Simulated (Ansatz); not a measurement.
Relaxed BaF$_{2}$ (fluorite):

```
CELL_PARAMETERS angstrom
      0.00000     3.12321     3.12321
      3.12321     0.00000     3.12321
      3.12321     3.12321     0.00000
ATOMIC_POSITIONS crystal
  Ba 0.00000 0.00000 0.00000
  F  0.25000 0.25000 0.25000
  F  0.75000 0.75000 0.75000
```

Computed with PBE (plane waves to 420 eV, PAW, scalar-relativistic; Ansatz, a quantum-chemistry and plane-wave program). k mesh 7×7×7 (Γ-centred), Fermi-Dirac smearing 0.05 eV. BaF2 was relaxed with its symmetry unable to fall.

One atom of the cell was then moved (with its periodic images), all else fixed, and the forces (eV/Å) came out as:

```tsv
atom	Fx	Fy	Fz
Ba1	-0.051	-0.051	0.051
F2	-0.035	-0.035	0.035
F3	0.086	0.086	-0.086
```

### Question
Which atom was moved, and by which vector (Å)?

### Answer
F3, by (-0.03, -0.03, 0.03), 0.05 Å in all.

(For displaced atoms, the force is minus the slope of the energy, and its curvature is a force constant, which sets phonon frequencies.)
